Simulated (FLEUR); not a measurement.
# C (Fd-3m) in FLEUR: further runs

The runs below take C through band structure, equation of state, with PBE.

All numbers are computed with FLEUR MaX-R8.1 (patched build s14); they aren't measurements. Logs are shortened: lines on timing, memory, paths and dates and some standing lists are left out, and cuts for length are marked.

## Step 1: The crystal as given

Symmetry: Fd-3m, No. 227, cubic system. Conventional cell: a = 3.567 Å, b = 3.567 Å, c = 3.567 Å, α = 90.00°, β = 90.00°, γ = 90.00°. C (site symmetry -43m) has 4 C at 1.54 Å as nearest neighbours.

This isn't the form of C at room conditions, which is graphite.

## Step 2: Band structure, PBE

inp.xml reads:

```xml
<?xml version="1.0" encoding="UTF-8" standalone="no"?>
<fleurInput fleurInputVersion="0.39">
   <comment>
      C                                                                                                   
   </comment>
   <calculationSetup>
      <cutoffs Kmax="3.5" Gmax="17.5" GmaxXC="17.5" numbands="0"/>
      <scfLoop itmax="60" minDistance="0.00001" maxIterBroyd="15" imix="Anderson" alpha="0.05" precondParam="0.0" spinf="2.0"/>
      <coreElectrons ctail="T" frcor="F" kcrel="0" coretail_lmax="0"/>
      <xcFunctional name="pbe" relativisticCorrections="F"/>
      <magnetism jspins="1"/>
      <soc l_soc="F" theta="0.0" phi="0.0" spav="F"/>
      <expertModes spex="0" secvar="F"/>
      <geometryOptimization l_f="F" forcealpha="1.0" forcemix="BFGS" epsdisp="0.00001" epsforce="0.00001"/>
      <ldaU l_linMix="F" mixParam="0.05" spinf="1.0"/>
   </calculationSetup>
   <cell>
      <bzIntegration valenceElectrons="8.0" mode="hist" fermiSmearingEnergy="0.00183747">
         <kPointListSelection listName="default-1"/>
         <!-- k-points included here -->
         <xi:include xmlns:xi="http://www.w3.org/2001/XInclude" href="kpts.xml"> </xi:include>
      </bzIntegration>
      <!-- symmetry operations included here -->
      <xi:include xmlns:xi="http://www.w3.org/2001/XInclude" href="sym.xml"> </xi:include>
      <bulkLattice scale="1.0">
         <bravaisMatrix>
            <row-1>    0.0000000000000000     3.3700808788279017     3.3700808788279017</row-1>
            <row-2>    3.3700808788279017     0.0000000000000000     3.3700808788279017</row-2>
            <row-3>    3.3700808788279017     3.3700808788279017     0.0000000000000000</row-3>
         </bravaisMatrix>
      </bulkLattice>
   </cell>
   <atomSpecies>
      <species name="Carbon (C)" element="C" atomicNumber="6">
         <mtSphere radius="1.35" gridPoints="447" logIncrement="0.023"/>
         <atomicCutoffs lmax="5" lnonsphr="3"/>
         <electronConfig flipSpins="F">
            <coreConfig>(1s1/2)</coreConfig>
            <valenceConfig>(2s1/2) (2p1/2) (2p3/2)</valenceConfig>
            <stateOccupation state="(2p1/2)" spinUp="0.333333" spinDown="0.333333"/>
            <stateOccupation state="(2p3/2)" spinUp="0.666667" spinDown="0.666667"/>
         </electronConfig>
         <energyParameters s="2" p="2" d="3" f="4"/>
         <lo type="SCLO" l="0" n="2" eDeriv="2"/>
         <lo type="SCLO" l="1" n="2" eDeriv="2"/>
         <lo type="SCLO" l="2" n="3" eDeriv="2"/>
      </species>
   </atomSpecies>
   <atomGroups>
      <atomGroup species="Carbon (C)">
         <relPos label="                   1">-3.000/8.000 -3.000/8.000 -3.000/8.000</relPos>
         <relPos label="                   2">3.000/8.000 3.000/8.000 3.000/8.000</relPos>
         <force calculate="T" relaxXYZ="TTT"/>
      </atomGroup>
   </atomGroups>
   <output dos="F" band="F" slice="F">
      <checks vchk="F" cdinf="F"/>
      <bandDOS minEnergy="-.5*Htr" maxEnergy="0.5*Htr" sigma="0.015" storeEVData="T"/>
      <vacuumDOS vacdos="F" integ="F" star="F" nstars="0" locx1="0.0" locy1="0.0" locx2="0.0" locy2="0.0" nstm="0" tworkf="0.0"/>
      <unfoldingBand unfoldBand="F" supercellX="1" supercellY="1" supercellZ="1"/>
      <plotting iplot="0" polar="F">
         <plot TwoD="T" vec1="  1.0  0.0  0.0" vec2="  0.0  1.0  0.0" vec3="  0.0  0.0  1.0" zero="  0.0  0.0  0.0" file="plot"/>
      </plotting>
      <chargeDensitySlicing numkpt="0" minEigenval="0.0" maxEigenval="0.0" nnne="0" pallst="F"/>
      <specialOutput eonly="F"/>
      <magneticCircularDichroism mcd="F" energyLo="-10.0" energyUp="0.0"/>
   </output>
  <!-- We include the file relax.xml here to enable relaxations (see documentation) -->
  <xi:include xmlns:xi="http://www.w3.org/2001/XInclude" href="relax.xml"> <xi:fallback/> </xi:include>
</fleurInput>
```

crystal.txt reads:

```
C
&input cartesian=F /
0.0000000000  1.7833700000  1.7833700000
1.7833700000  0.0000000000  1.7833700000
1.7833700000  1.7833700000  0.0000000000
1.8897261246
1.0 1.0 1.0

2
6 0.7500000000  0.7500000000  0.7500000000
6 0.5000000000  0.5000000000  0.5000000000

&kpt div1=13 div2=13 div3=13 gamma=T /
```

inp.xml (bands) reads:

```
<?xml version="1.0" encoding="UTF-8" standalone="no"?>
<fleurInput fleurInputVersion="0.39">
   <comment>
      C                                                                                                   
   </comment>
   <calculationSetup>
      <cutoffs Kmax="3.5" Gmax="17.5" GmaxXC="17.5" numbands="0"/>
      <scfLoop itmax="60" minDistance="0.00001" maxIterBroyd="15" imix="Anderson" alpha="0.05" precondParam="0.0" spinf="2.0"/>
      <coreElectrons ctail="T" frcor="F" kcrel="0" coretail_lmax="0"/>
      <xcFunctional name="pbe" relativisticCorrections="F"/>
      <magnetism jspins="1"/>
      <soc l_soc="F" theta="0.0" phi="0.0" spav="F"/>
      <expertModes spex="0" secvar="F"/>
      <geometryOptimization l_f="F" forcealpha="1.0" forcemix="BFGS" epsdisp="0.00001" epsforce="0.00001"/>
      <ldaU l_linMix="F" mixParam="0.05" spinf="1.0"/>
   </calculationSetup>
   <cell>
      <bzIntegration valenceElectrons="8.0" mode="hist" fermiSmearingEnergy="0.00183747">
         <kPointListSelection listName="path-1"/>
         <!-- k-points included here -->
         <xi:include xmlns:xi="http://www.w3.org/2001/XInclude" href="kpts.xml"> </xi:include>
      </bzIntegration>
      <!-- symmetry operations included here -->
      <xi:include xmlns:xi="http://www.w3.org/2001/XInclude" href="sym.xml"> </xi:include>
      <bulkLattice scale="1.0">
         <bravaisMatrix>
            <row-1>    0.0000000000000000     3.3700808788279017     3.3700808788279017</row-1>
            <row-2>    3.3700808788279017     0.0000000000000000     3.3700808788279017</row-2>
            <row-3>    3.3700808788279017     3.3700808788279017     0.0000000000000000</row-3>
         </bravaisMatrix>
      </bulkLattice>
   </cell>
   <atomSpecies>
      <species name="Carbon (C)" element="C" atomicNumber="6">
         <mtSphere radius="1.35" gridPoints="447" logIncrement="0.023"/>
         <atomicCutoffs lmax="5" lnonsphr="3"/>
         <electronConfig flipSpins="F">
            <coreConfig>(1s1/2)</coreConfig>
            <valenceConfig>(2s1/2) (2p1/2) (2p3/2)</valenceConfig>
            <stateOccupation state="(2p1/2)" spinUp="0.333333" spinDown="0.333333"/>
            <stateOccupation state="(2p3/2)" spinUp="0.666667" spinDown="0.666667"/>
         </electronConfig>
         <energyParameters s="2" p="2" d="3" f="4"/>
         <lo type="SCLO" l="0" n="2" eDeriv="2"/>
         <lo type="SCLO" l="1" n="2" eDeriv="2"/>
         <lo type="SCLO" l="2" n="3" eDeriv="2"/>
      </species>
   </atomSpecies>
   <atomGroups>
      <atomGroup species="Carbon (C)">
         <relPos label="                   1">-3.000/8.000 -3.000/8.000 -3.000/8.000</relPos>
         <relPos label="                   2">3.000/8.000 3.000/8.000 3.000/8.000</relPos>
         <force calculate="T" relaxXYZ="TTT"/>
      </atomGroup>
   </atomGroups>
   <output dos="F" band="T" slice="F">
      <checks vchk="F" cdinf="F"/>
      <bandDOS minEnergy="-.5*Htr" maxEnergy="0.5*Htr" sigma="0.015" storeEVData="T"/>
      <vacuumDOS vacdos="F" integ="F" star="F" nstars="0" locx1="0.0" locy1="0.0" locx2="0.0" locy2="0.0" nstm="0" tworkf="0.0"/>
      <unfoldingBand unfoldBand="F" supercellX="1" supercellY="1" supercellZ="1"/>
      <plotting iplot="0" polar="F">
         <plot TwoD="T" vec1="  1.0  0.0  0.0" vec2="  0.0  1.0  0.0" vec3="  0.0  0.0  1.0" zero="  0.0  0.0  0.0" file="plot"/>
      </plotting>
      <chargeDensitySlicing numkpt="0" minEigenval="0.0" maxEigenval="0.0" nnne="0" pallst="F"/>
      <specialOutput eonly="F"/>
      <magneticCircularDichroism mcd="F" energyLo="-10.0" energyUp="0.0"/>
   </output>
  <!-- We include the file relax.xml here to enable relaxations (see documentation) -->
  <xi:include xmlns:xi="http://www.w3.org/2001/XInclude" href="relax.xml"> <xi:fallback/> </xi:include>
</fleurInput>
```

Potentials or basis: all-electron, FLAPW.

Run with:

```
$ inpgen -f crystal.txt -profile veryFastHighL
$ # inp.xml edited to the form shown
$ fleur
$ fleur   # second run, on inp.xml (bands)
```

Standard output:

```text
Welcome to FLEUR        (www.flapw.de)
      MaX-Release 8.1          (www.max-centre.eu)

 ========== k-point set info ==========
 Selected k-point list: default-1
 k-point list type: mesh
 13 x 13 x 13
 Number of k points: 84

 ------------Calculation Setup---------------------------
 Number of OMP-threads    :            1
 Number of basis functions:           91
 Approximate size of matrices (H+S) per k-point:         0.000 GB
 --------------------------------------------------------
 Iteration:     1   Distance:      25.46255672 me/bohr^3
 Iteration:     2   Distance:      24.03874652 me/bohr^3
 Iteration:     3   Distance:       3.58126842 me/bohr^3
 Iteration:     4   Distance:       2.38149941 me/bohr^3
 Iteration:     5   Distance:       0.37501612 me/bohr^3
 Iteration:     6   Distance:       0.75926021 me/bohr^3
 Iteration:     7   Distance:       0.05538823 me/bohr^3
 Iteration:     8   Distance:       0.00864009 me/bohr^3
 Iteration:     9   Distance:       0.00188535 me/bohr^3
 Iteration:    10   Distance:       0.00009777 me/bohr^3
 Iteration:    11   Distance:       0.00003178 me/bohr^3
 Iteration:    12   Distance:       0.00000078 me/bohr^3

 ********************************************************************
 Run finished successfully
 Stop message:
   all done
 ********************************************************************
```

output (bands):

```text
Welcome to FLEUR        (www.flapw.de)
      MaX-Release 8.1          (www.max-centre.eu)

 ========== k-point set info ==========
 Selected k-point list: path-1
 k-point list type: path
 Number of k points: 60

 ------------Calculation Setup---------------------------
 Number of OMP-threads    :            1
 Number of basis functions:           94
 Approximate size of matrices (H+S) per k-point:         0.000 GB
 --------------------------------------------------------
 Fermi energy correction for insulators:
 No automatic correction of the Fermi energy has been performed.

 Note: Band structure data (together with different weights) is also stored in the banddos.hdf file.
       A convenient way of extracting and plotting the data from that file is by making use of the

 ********************************************************************
 Run finished successfully
 Stop message:
   Charge density postprocessing done.
 ********************************************************************
```

out.xml (last iteration):

```text
<iteration numberForCurrentRun="   12" overallNumber="   12">
         <energyParameters units="Htr">
            <atomicEP atomType="1" spin="1" branch="2s" branchLowest="-9.33" branchHighest="2.76" value="-0.2634185811"/>
            <atomicEP atomType="1" spin="1" branch="2p" branchLowest="-9.99" branchHighest="2.32" value="-0.0653959216"/>
            <atomicEP atomType="1" spin="1" branch="3d" branchLowest="-9.99" branchHighest="6.94" value="0.1387499470"/>
            <atomicEP atomType="1" spin="1" branch="4f" branchLowest="-9.99" branchHighest="11.62" value="0.2985730044"/>
            <loAtomicEP atomType="1" spin="1" branch="2s" branchLowest="-9.33" branchHighest="2.76" value="-0.2634185811"/>
            <loAtomicEP atomType="1" spin="1" branch="2p" branchLowest="-9.99" branchHighest="2.32" value="-0.0654099751"/>
            <loAtomicEP atomType="1" spin="1" branch="3d" branchLowest="-9.99" branchHighest="6.94" value="0.1387489352"/>
         </energyParameters>
         <eigenvalues>
            <eigenvaluesAt spin="1" ikpt="1" k_x="0.00000000" k_y="0.00000000" k_z="0.00000000">
                      -0.3398534233        0.4534769444        0.4534769444        0.4534769444        0.6619909330
                       0.6619909330        0.6619909330
            </eigenvaluesAt>
            <eigenvaluesAt spin="1" ikpt="2" k_x="0.00000000" k_y="0.00000000" k_z="0.07692308">
                      -0.3338262471        0.4146467086        0.4434785942        0.4434785942        0.6753745973
                       0.6753745973        0.6843250021
            </eigenvaluesAt>
            <eigenvaluesAt spin="1" ikpt="3" k_x="0.00000000" k_y="0.00000000" k_z="0.15384615">
                      -0.3158069569        0.3314950841        0.4208877589        0.4208877589        0.7059135975
                       0.7059135975        0.7205347437
            </eigenvaluesAt>
            <eigenvaluesAt spin="1" ikpt="4" k_x="0.00000000" k_y="0.00000000" k_z="0.23076923">
                      -0.2860114697        0.2368172209        0.3964599281        0.3964599281        0.7371603653
                       0.7371603653        0.7485350547
            </eigenvaluesAt>
         </eigenvalues>
         <bandgap value="4.1772054630" units="eV"/>
         <sumValenceSingleParticleEnergies value="0.9962680562" units="Htr"/>
         <FermiEnergy value="0.4534769444" units="Htr"/>
         <valenceDensity>
            <mtCharges spin="1">
               <mtCharge atomType="1" total="2.0466001" s="0.6566088" p="1.3553225" d="0.0303128" f="0.0034154"/>
            </mtCharges>
            <spinDependentCharge spin="1" total="8.0000000" interstitial="3.9067998" mtSpheres="4.0932002"/>
            <totalCharge value="8.0000000000"/>
         </valenceDensity>
         <coreStates atomType="     1" atomicNumber="  6" spin="1" kinEnergy="     31.9099316945" eigValSum="    -18.6581744191" lostElectrons=" 0.000182">
            <state n="1" l="0" j="0.5" energy="-9.3290872095" weight="1.0000000000"/>
         </coreStates>
         <allElectronCharges>
            <spinDependentCharge spin="1" total="12.0000000" interstitial="3.9071606" mtSpheres="8.0928394"/>
            <totalCharge value="11.9999999977"/>
         </allElectronCharges>
         <totalEnergy                                    value="      -76.1467913174" units="Htr">
            <sumOfEigenvalues                            value="      -36.3200807819">
               <coreElectrons value="-37.3163488382"/>
               <valenceElectrons value="0.9962680562"/>
            </sumOfEigenvalues>
            <densityCoulombPotentialIntegral value="-98.3002087448"/>
            <densityEffectivePotentialIntegral value="-112.2539725933"/>
            <chargeDenXCDenIntegral value="-10.8549543442"/>
            <FockExchangeEnergyValence value="0.0000000000"/>
            <FockExchangeEnergyCore value="0.0000000000"/>
            <atomTypeDependentContributions atomType="1">
               <electronNucleiInteractionDifferentMTs value="83.1231197455"/>
               <MadelungTerm value="-8.9525046667"/>
            </atomTypeDependentContributions>
            <tkbTimesEntropy value="0.0000000000"/>
            <freeEnergy value="-76.1467913174"/>
            <extrapolationTo0K value="-76.1467913174"/>
         </totalEnergy>
         <densityConvergence units="me/bohr^3">
            <chargeDensity spin="1" distance="0.0000007767"/>
         </densityConvergence>
      </iteration>
```

Run time: 4.2 s. Hardware: 1 thread of AMD EPYC 7B13 (Zen 3), shared host; peak memory 0.04 GiB.

What came out:

- Free energy: -2072.0597 eV
- Band gap on the k mesh: 4.18 eV, indirect (least direct gap 5.67 eV)
- Band gap along the path: 4.17 eV, indirect (least direct gap 5.67 eV)
- Valence electrons inside the program's atomic spheres: C 2.05 (radii C 1.35 bohr)

Levels at the corners of the path, in eV from the valence-band top:
| point | band 1 | band 2 | band 3 | band 4 | band 5 | band 6 | band 7 |
| --- | --- | --- | --- | --- | --- | --- | --- |
| Γ | -21.59 | 0.00 | 0.00 | 0.00 | 5.67 | 5.67 | 5.67 |
| X | -12.86 | -12.86 | -6.28 | -6.28 | 4.73 | 4.73 | 16.98 |
| W | -12.05 | -12.05 | -8.23 | -8.23 | 10.73 | 10.73 | 12.44 |
| K | -13.06 | -11.75 | -9.19 | -5.23 | 5.71 | 10.89 | 14.63 |
| Γ | -21.59 | 0.00 | 0.00 | 0.00 | 5.67 | 5.67 | 5.67 |
| L | -15.81 | -13.38 | -2.58 | -2.58 | 8.60 | 8.60 | 8.76 |
| U | -13.06 | -11.75 | -9.19 | -5.23 | 5.71 | 10.89 | 14.63 |
| W | -12.05 | -12.05 | -8.23 | -8.23 | 10.73 | 10.73 | 12.44 |
| L | -15.81 | -13.38 | -2.58 | -2.58 | 8.60 | 8.60 | 8.76 |
| K | -13.06 | -11.75 | -9.19 | -5.23 | 5.71 | 10.89 | 14.63 |
| U | -13.06 | -11.75 | -9.19 | -5.23 | 5.71 | 10.89 | 14.63 |
| X | -12.86 | -12.86 | -6.28 | -6.28 | 4.73 | 4.73 | 16.98 |

Core levels (eV from the Fermi level):
| atom | levels |
| --- | --- |
| 1 C | 1s1/2 -266.2 |
| 2 C | 1s1/2 -266.2 |

Caveat: the plane-wave cutoff is short for the small spheres of the light atoms, so energies, forces and moduli aren't converged. As with any semilocal functional, this PBE gap is likely too small.

(Part 1 of 2 ends here.)
